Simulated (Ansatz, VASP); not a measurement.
# B26P27 (V_B): VASP beside Ansatz

One calculation is typed for both programs; each brings its own data sets. How far apart do they land? The cell is taken from a series of runs on this material, whose earlier steps may have relaxed, scaled, displaced or heated it; both programs get it as it stands.

Program: Ansatz 0.2.0. Level of theory: plane waves, with VASP 6.6.1 beside it; single point at r2SCAN. Results are calculated unless marked as measured.

### Step 1. The starting structure

The cell holds 53 atoms: 26 B and 27 P. Cell: a = 9.623 Å, b = 9.623 Å, c = 9.623 Å, α = 60.0°, β = 60.0°, γ = 60.0°. It derives from BP (BP (F-43m)). Nearest the centre at fractional (0.667, 0.333, 0.667): P38 at 1.99 Å, P40 at 1.99 Å, P37 at 1.99 Å, P46 at 2.00 Å, B13 at 3.19 Å, B3 at 3.19 Å, B5 at 3.19 Å, B18 at 3.19 Å.

As a file:

```
B P
1.0
     0.00000    6.80456    6.80456
     6.80456    0.00000    6.80456
     6.80456    6.80456    0.00000
B P
26 27
Direct
  0.00021 0.00016 0.99985
  0.00001 0.00028 0.33340
  0.99736 0.00158 0.66739
  0.00046 0.33318 0.00022
  0.99728 0.33421 0.33481
  0.99958 0.33361 0.66678
  0.00062 0.66659 0.99978
  0.00017 0.66671 0.33330
  0.00039 0.66710 0.66629
  0.33370 0.00013 0.99974
  0.33350 0.99990 0.33302
  0.33366 0.00007 0.66650
  0.33497 0.33377 0.99735
  0.33365 0.33339 0.33317
  0.33388 0.33311 0.66615
  0.33388 0.66654 0.99963
  0.33368 0.66665 0.33321
  0.33482 0.66439 0.66685
  0.66733 0.00065 0.99839
  0.66671 0.00017 0.33331
  0.66626 0.00099 0.66619
  0.66699 0.33318 0.99915
  0.66625 0.33310 0.33398
  0.66671 0.66681 0.99986
  0.66728 0.66529 0.33372
  0.66692 0.66604 0.66627
  0.25118 0.24946 0.25030
  0.25071 0.24998 0.58310
  0.25065 0.24999 0.91600
  0.25024 0.58361 0.24970
  0.25058 0.58295 0.58308
  0.25074 0.58322 0.91632
  0.25008 0.91669 0.24978
  0.25114 0.91720 0.58261
  0.25027 0.91660 0.91671
  0.58377 0.25010 0.24993
  0.58174 0.24912 0.58205
  0.58403 0.24855 0.91986
  0.58357 0.58299 0.25004
  0.58371 0.58700 0.58161
  0.58369 0.58326 0.91633
  0.58343 0.91712 0.25024
  0.58376 0.91686 0.58326
  0.58359 0.91700 0.91606
  0.91617 0.25010 0.25048
  0.92113 0.24964 0.58301
  0.91712 0.24997 0.91683
  0.91702 0.58364 0.24973
  0.91704 0.58368 0.58310
  0.91697 0.58342 0.91653
  0.91702 0.91677 0.24991
  0.91617 0.91736 0.58323
  0.91708 0.91651 0.91683
```

### Step 2. Ansatz: single point, r2SCAN

Ansatz runs on its PAW soft_1 files.

A single point gives forces, pressure and levels at one fixed geometry, so differences don't come from the geometry; what else differs is listed under the comparison.

Contents of input.yaml:

```yaml
crystal:
  checkpoint: "../q0_M1.relax.run"
  host: checkpoint
basis:
  ecutwfc: 500
  xc_grid: 2
hamiltonian:
  xc: r2scan
  pseudopotentials: { kind: paw, azcp: { folder: soft_1 } }
kpoints:
  mp_grid: { grid: [2, 2, 2], shift: [0.5, 0.5, 0.5] }
magnetization:
  spin_polarized: true
  initial_magnetization: 1
  spin_locking: { lock_magnetization: hard }
scf:
  occupations: { method: fixed }
  max_iter: 80
output:
  forces: true
  eigenvalues: true
  charged_corrections:
    epsilon: 9.31
    static_epsilon: 9.42
    defect_position: [0.666667, 0.333333, 0.666667]
  eigenstates: { localisation: true }
  populations: true
  efg: {}
checkpoint:
  read: "../q0_M1.relax.run"
  write: "../q0_M1.point.run"
  compress: false
  write_wavefunctions: false
  write_every: 100000
```

The run is started by

```bash
$ ansatz run input.yaml --threads 4 --pin off --max-ram 7536MiB --backend cpu --events-out ev --progress --plain --runs-dir out
```

Numbers of over 12 decimals in the logs are rounded to 6 here.

The log of the run:

```text
Warning: This run holds its total moment fixed (magnetization.spin_locking.lock_magnetization: hard) and mixes its density by anderson or broyden (scf.mixing.algorithm, typed or taken by auto). Slabs with a fixed moment have converged under broyden above another state at the same moment, at the default mixing steps and at smaller ones, and under scf.lower_state_search: standard, light or off a state that such a mixer [...]
crystal.checkpoint: the structure is that of <dir>, a `relax` run, at its step 5: its result, under r2scan at a charge of 0 e; 53 atoms read, 0 with a starting moment; crystal.structure_sha256 for this input is
Engine: ansatz 0.2.0, aarch64-unknown-linux-gnu
Pseudopotentials: kind: paw
Pseudopotential: B, paw, valence charge 3, recommended cutoff 500 eV (meta_gga), soft_1/B.paw.azcp
Pseudopotential: P, paw, valence charge 5, recommended cutoff 500 eV (meta_gga), soft_1/P.paw.azcp
Functional definition: r2SCAN
  parameter k0 = 0.174
  parameter k1 = 0.065
  parameter a1 = 4.9479
  exchange = r2scan_x(k0 = k0, k1 = k1, a1 = a1)
  correlation = r2scan_c
Crystal: 53 atoms, lattice volume = 630.129 Å³
Basis set: ecut = 500 eV, 16049 PW (Γ), exchange–correlation on 144×144×144 points (8 copies of the dense FFT grid, shifted against one another)
Bands: 160, of which v1, the nominal top of the filled ones, is band 107 counted from 1 (106 counted from 0)
Symmetry: 1 space group operations
Space group: P1 (ITA 1), of the structure as read, at distance tolerance 8.6e-5 Å
Magnetic group: BNS 1.1 (UNI 1), of the structure as read, at distance tolerance 8.6e-5 Å
k-points: 4 of 8 (time reversal used)
Non-local potential: B, projectors of the file, l = 0: 2, l = 1: 2, l = 2: 1
Non-local potential: P, projectors of the file, l = 0: 2, l = 1: 2, l = 2: 1
PAW form: soft (Blöchl's): semilocal exchange-correlation on the pseudo side does not see the compensation charge
PAW frozen core: B, regenerated for the run's functional (the file was generated under x = pbe(κ = 0.804, μ = 0.219515), c = pbe(β = 0.066725))
PAW frozen core: P, regenerated for the run's functional (the file was generated under x = pbe(κ = 0.804, μ = 0.219515), c = pbe(β = 0.066725))
PAW one-centre angular grid: B, 302 points (default); XC on 223 of its mesh's 2233 points in the sphere
PAW one-centre angular grid: P, 302 points (default); XC on 160 Gauss nodes
Initial density: read from a saved state, or passed on in memory by an earlier SCF of this step, an earlier step, the calling program or the single point that the run made first
Stability of the state it starts from, as read at its close in the collinear treatment: not read, because the mixer in use, unlike msr1, does not test its closes by its own steps (another_mixer); its run was given moments
Starting moments: Σ|m| = 1 μB on 53 of 53 sites; this step starts from the density that it was given
Initial wavefunctions: those read from a saved state, or passed on in memory by an earlier step or the calling program
Functional: x = r2scan, c = r2scan; τ floored in thin density (d = 2e-4 eV/Å³)
SCF iter   1: F=—  HF=-24589.874205 eV  |F-HF|=—  |Δ(HF+E_count)|=         —  Δρ=2.04e-7 (↑2.03e-7 ↓2.04e-7)  dr2=9.74e-10  dr2_τ=4.85e-12  dr2_m=4.59e-12  M=1.000 μB ∫|m|=1.121 μB  β_m=1.20  ethr=1.45e-12  ⟨swp⟩=3.5  Hψ=3002  notcnv=0
preconditioner: auto → Resta (q_TF=auto, 2.277 Å⁻¹)  ε∞=4.7  [insulator: Δε(μ)=0.113 eV  Ē_g=11.291 eV  n_scr=136 (ndim 8)  ℏωp=21.6 eV  f_vac=0.000  ε∞_Penn≈4.7]
spin=Collinear: Resta preconditioning applied to the charge; magnetization (m = ρ↑ − ρ↓) channel mixes plain (no charge-response kernel on spin).
SCF iter   2: F=-24589.874205 eV  HF=-24589.874205 eV  |F-HF|=2.55e-10  |Δ(HF+E_count)|=  2.26e-10  Δρ=1.55e-7 (↑1.55e-7 ↓1.55e-7)  dr2=5.96e-10  dr2_τ=2.60e-12  dr2_m=1.69e-13  M=1.000 μB ∫|m|=1.121 μB  ethr=1.00e-12  ⟨swp⟩=1.6  Hψ=1317  notcnv=0
SCF 1 converged in 2 iterations: F = -24589.874205 eV  dr2 = 5.96e-10
  greatest PAW one-centre occupation: 0.789 electrons in one spin orbital (limit 2), on the P atom at site 21 (counted from 0), in its partial waves of l = 0
this state was not tested for a lower state beside it, because the mixer in use, unlike msr1, does not test its closes by its own steps (another_mixer; see scf.mixing.algorithm and scf.lower_state_search)
SCF converged after 2 iterations
Magnetization: 1.0000 μB (107.0000 up, 106.0000 down)
Absolute magnetization: 1.1233 μB (∫|ρ↑−ρ↓|, with the PAW one-centre terms)
[...]
atom  50  B  V_zz =    +0.275788   η = 0.2987   by run symmetry: allowed
            electrostatic potential = -325.560763 V   contact ρ = 485.159917 e/Å³   contact ρ_s (e/Å³): all electrons +0.004923, valence +0.012232
  atom  51  P  V_zz =    -0.288314   η = 0.6049   by run symmetry: allowed
            electrostatic potential = -1494.922652 V   contact ρ = 16084.156540 e/Å³   contact ρ_s (e/Å³): all electrons +0.027882, valence +0.026869
  atom  52  B  V_zz =    +0.155967   η = 0.9083   by run symmetry: allowed
            electrostatic potential = -325.643060 V   contact ρ = 485.111574 e/Å³   contact ρ_s (e/Å³): all electrons +0.035967, valence +0.046484
  atom  53  P  V_zz =    -0.290271   η = 0.8546   by run symmetry: allowed
            electrostatic potential = -1494.900378 V   contact ρ = 16084.166150 e/Å³   contact ρ_s (e/Å³): all electrons +0.020390, valence +0.020215
--- Band table (eV; the first three rows and the last of 8) ---
  k-point 0 ↑: bands = [... 103 lower, 8.4281, 8.4473, 8.9579, 9.6498, 9.7626, 10.9569, 10.9622, 10.9817, ... 49 higher]
  k-point 1 ↑: bands = [... 103 lower, 7.8074, 8.2132, 8.4494, 9.2141, 9.5271, 10.8693, 11.6871, 11.8181, ... 49 higher]
  k-point 2 ↑: bands = [... 103 lower, 7.8057, 8.2136, 8.4467, 9.2137, 9.5330, 10.8684, 11.6864, 11.8182, ... 49 higher]
  k-point 3 ↓: bands = [... 103 lower, 7.9217, 8.2323, 8.5896, 9.7429, 9.7584, 10.8921, 11.7085, 11.8304, ... 49 higher]
--- Löwdin populations: 53 sites ---
  site symbol       q [e]    m [muB]
     0      B      3.6347     0.0001
     1      P      4.2918     0.0110
     2      B      3.6335    -0.0011
     3      P      4.2779     0.0245
     4      B      3.6197     0.0057
     5      P      4.2928     0.0040
     6      B      3.6338     0.0005
     7      P      4.2968     0.0023
     8      B      3.6191     0.0050
     9      P      4.2927     0.0040
    10      B      3.6342     0.0189
    11      P      4.2921     0.0025
    12      B      3.6352     0.0034
    13      P      4.2973     0.0042
    14      B      3.6347     0.0001
    15      P      4.2911     0.0114
    16      B      3.6337     0.0005
    17      P      4.2967     0.0022
    18      B      3.6332    -0.0012
    19      P      4.2799     0.0345
    20      B      3.6380    -0.0010
    21      P      4.5728     0.4043
    22      B      3.6369    -0.0030
    23      P      4.5202     0.1659
[...]
45      P      4.2932    -0.0007
    46      P      4.3021    -0.0006
    47      B      3.6336    -0.0006
    48      P      4.2966     0.0011
    49      B      3.6245     0.0072
    50      P      4.2934     0.0018
    51      B      3.6325     0.0182
    52      P      4.2918    -0.0001
  spilling = 0.008399 (of n_electrons = 213.000000)
```

### Step 3. VASP: single point, r2SCAN

The same cell, functional and mesh now go to VASP, with its own data sets.

Lines of VASP's logs that name or quote its potential files are left out, and so is its time.

Contents of INCAR:

```
SYSTEM = B26P27
PREC = Accurate
ENCUT = 460
EDIFF = 1E-06
NELM = 200
ISMEAR = 0
SIGMA = 0.01
LREAL = Auto
ALGO = Normal
METAGGA = R2SCAN
LASPH = .TRUE.
NBANDS = 144
ISPIN = 2
MAGMOM = -0 -0 0 0 0 0.01 0 -0 0 -0 -0 -0 -0 -0 0.01 -0 -0 -0 0.01 -0 0.01 0.01 0.01 -0 0.01 0.01 0.01 0.01 0 0 0 0 0 0.01 0 0.02 0.13 0.06 0 0.06 0 0.01 0.02 0 0 0 -0 0 -0 0 0 0 0
LORBIT = 11
LWAVE = .FALSE.
LCHARG = .FALSE.
ISIF = 2
ISYM = 0
NUPDOWN = 1
GGA_COMPAT = .FALSE.
LMIXTAU = .TRUE.
KPAR = 4
```

Contents of POSCAR:

```
B26P27
1.0
    0.0000000000      6.8045562257      6.8045562257
    6.8045562257      0.0000000000      6.8045562257
    6.8045562257      6.8045562257      0.0000000000
B P
26 27
Direct
    0.0002110524      0.0001649784      0.9998479372
    0.0000097907      0.0002797746      0.3334002014
    0.9973585566      0.0015835418      0.6673897534
    0.0004621132      0.3331777465      0.0002174477
    0.9972819598      0.3342142384      0.3348146332
    0.9995777146      0.3336117986      0.6667779715
    0.0006187787      0.6665858660      0.9997767146
    0.0001714852      0.6667124978      0.3333040537
    0.0003900728      0.6671002936      0.6662866698
    0.3337019372      0.0001271094      0.9997357097
    0.3335003680      0.9999018934      0.3330247347
    0.3336593492      0.0000658308      0.6665012566
    0.3349735596      0.3337655256      0.9973537429
    0.3336528119      0.3333892577      0.3331702186
    0.3338763064      0.3331059916      0.6661527713
    0.3338829808      0.6665403404      0.9996298895
    0.3336773962      0.6666549862      0.3332131381
    0.3348207828      0.6643921273      0.6668473206
    0.6673309835      0.0006471976      0.9983928918
    0.6667092903      0.0001679669      0.3333050881
    0.6662608368      0.0009927199      0.6661925062
    0.6669858233      0.3331800291      0.9991460509
    0.6662533370      0.3331045326      0.3339750803
    0.6667076377      0.6668114664      0.9998620924
    0.6672816870      0.6652908985      0.3337244257
    0.6669245960      0.6660431040      0.6662691797
    0.2511846253      0.2494637486      0.2502960079
    0.2507101126      0.2499849123      0.5831032964
    0.2506513486      0.2499933570      0.9159969701
    0.2502385265      0.5836097210      0.2496951678
    0.2505757123      0.5829520274      0.5830810620
    0.2507357887      0.5832212256      0.9163203806
    0.2500833974      0.9166865449      0.2497762093
    0.2511393432      0.9172011929      0.5826090369
    0.2502667241      0.9165964486      0.9167097348
    0.5837655464      0.2501049005      0.2499330751
    0.5817412023      0.2491214810      0.5820467823
    0.5840305518      0.2485480097      0.9198636533
    0.5835733466      0.5829943844      0.2500356490
    0.5837143979      0.5870003447      0.5816115716
    0.5836867859      0.5832605844      0.9163338886
    0.5834320638      0.9171203206      0.2502395229
    0.5837590770      0.9168614175      0.5832553802
    0.5835919944      0.9169964188      0.9160626367
    0.9161688455      0.2501047828      0.2504786144
    0.9211254201      0.2496390848      0.5830057646
    0.9171166335      0.2499682684      0.9168313976
    0.9170219892      0.5836437690      0.2497255294
    0.9170364752      0.5836772802      0.5830959232
    0.9169687055      0.5834155712      0.9165303629
    0.9170181637      0.9167711625      0.2499101265
    0.9161684942      0.9173646342      0.5832251439
    0.9170820652      0.9165053691      0.9168258230
```

Contents of KPOINTS:

```
Points of the shifted mesh
8
Reciprocal
 0.2500000000  0.2500000000  0.2500000000 1
 0.2500000000  0.2500000000  0.7500000000 1
 0.2500000000  0.7500000000  0.2500000000 1
 0.2500000000  0.7500000000  0.7500000000 1
 0.7500000000  0.2500000000  0.2500000000 1
 0.7500000000  0.2500000000  0.7500000000 1
 0.7500000000  0.7500000000  0.2500000000 1
 0.7500000000  0.7500000000  0.7500000000 1
```

The projector-augmented-wave data sets are B and P (PBE family, release 64).

The run is started by

```bash
$ mpirun -np 8 vasp_std
```

The log of the run:

```text
[banner, memory and clock lines left out]
running    8 mpi-ranks, on    1 nodes
[...]
|                                                                             |
|           W    W    AA    RRRRR   N    N  II  N    N   GGGG   !!!           |
|           W    W   A  A   R    R  NN   N  II  NN   N  G    G  !!!           |
|           W    W  A    A  R    R  N N  N  II  N N  N  G       !!!           |
|           W WW W  AAAAAA  RRRRR   N  N N  II  N  N N  G  GGG   !            |
|           WW  WW  A    A  R   R   N   NN  II  N   NN  G    G                |
|           W    W  A    A  R    R  N    N  II  N    N   GGGG   !!!           |
|                                                                             |
|     For optimal performance we recommend to set                             |
|       NCORE = 2 up to number-of-cores-per-socket                            |
|     NCORE specifies how many cores store one orbital (NPAR=cpu/NCORE).      |
|     This setting can greatly improve the performance of VASP for DFT.       |
[...]
|                                                                             |
|     You enforced a specific xc type in the INCAR file but a different       |
|     [... a line on the potential file left out ...]
|     I HOPE YOU KNOW WHAT YOU ARE DOING!                                     |
|                                                                             |

 LDA part: xc-table for (None), standard interpolation
 POSCAR, INCAR and KPOINTS ok, starting setup
[...]
entering main loop
       N       E                     dE             d eps       ncg     rms          rms(c)
DAV:   1     0.521419947794E+03    0.52142E+03   -0.89954E+04  4608   0.123E+03
DAV:   2    -0.440738230168E+03   -0.96216E+03   -0.91100E+03  5560   0.221E+02
DAV:   3    -0.504154589389E+03   -0.63416E+02   -0.62436E+02  5688   0.535E+01
DAV:   4    -0.505553319486E+03   -0.13987E+01   -0.13876E+01  5744   0.851E+00
[...]
DAV:  18    -0.455917926543E+03    0.14583E-05   -0.57426E-07  2992   0.241E-03    0.589E-03
DAV:  19    -0.455917931482E+03   -0.49388E-05   -0.22885E-06  3520   0.419E-03    0.197E-03
DAV:  20    -0.455917932038E+03   -0.55629E-06   -0.29480E-07  2896   0.157E-03
   1 F= -.45591793E+03 E0= -.45591793E+03  d E =-.415909E-12  mag=     1.0000
```

OUTCAR, selected parts (step 3):

```text
  FREE ENERGIE OF THE ION-ELECTRON SYSTEM (eV)
  ---------------------------------------------------
  free  energy   TOTEN  =      -455.9179320384 eV

  energy  without entropy=     -455.9179320384  energy(sigma->0) =     -455.91793204

 magnetization (x)
# of ion       s       p       d       tot
------------------------------------------
    1        0.000  -0.000   0.000  -0.000
    2       -0.000  -0.000   0.000  -0.000
    3        0.000   0.001   0.000   0.001
    4        0.000  -0.000   0.000  -0.000
    5        0.000   0.001   0.000   0.001
    6        0.002   0.010   0.000   0.011
    7        0.000   0.000   0.000   0.001
    8        0.000  -0.000   0.000  -0.000
    9        0.000  -0.000   0.000  -0.000
   10       -0.000  -0.001   0.000  -0.001
   11       -0.000  -0.001   0.000  -0.002
   12       -0.000  -0.001   0.000  -0.002
   13       -0.001  -0.003   0.000  -0.004
[...]
--------------------------------------------------
tot          0.070   0.507   0.000   0.578

[... 1 further part left out ...]
```

The run ends at a pressure of -0.59 GPa, with forces up to 0.060 eV/Å.

### Step 4. Comparison

Known differences besides the potentials themselves: VASP starts from the moments at which Ansatz ended; VASP keeps PBE cores, Ansatz makes them for the functional; fixed occupations in Ansatz, narrow Gaussian smearing in VASP; the cutoff is 500 eV in Ansatz and 460 eV in VASP (PREC = Accurate, projectors in real space); site moments are counted in spheres of each program's own size. Total energies have different zeros and are not compared.

The two programs side by side:

```tsv
quantity	Ansatz	VASP	difference
total moment, fixed by the input (μB)	1.00	1.00	0.00
moment on P37 (μB)	0.13	0.20	-0.07
moment on P40 (μB)	0.06	0.10	-0.04
moment on P38 (μB)	0.06	0.10	-0.04
```

At this near-relaxed geometry the largest component of a force difference is 50 meV/Å.

### Step 5. What came out

```json
{"r.m.s. force difference (single point, r2SCAN)": "14 meV/Å"}
```

The r.m.s. force difference is 14 meV/Å (single point, r2SCAN), beyond the 12 meV/Å picked in this series as the mark of a large difference. What causes the difference of the single point, r2SCAN pair stays open here. Such differences can come from data sets, numerical settings and the points named under the comparisons, not from the functional's error against experiment.

[Lines on the potential files, build, host, timing and source positions are cut from VASP's logs without a mark.]

[Logs are printed without paths, hosts, clocks, repeated set-up lines and the standing remarks that a program may print on its own settings, such as how far it seeks lower states.]

[Hosts, paths, dates, database ids (printed as entryN), source tags and the programs' standing remarks are cut or masked in the printed files.]
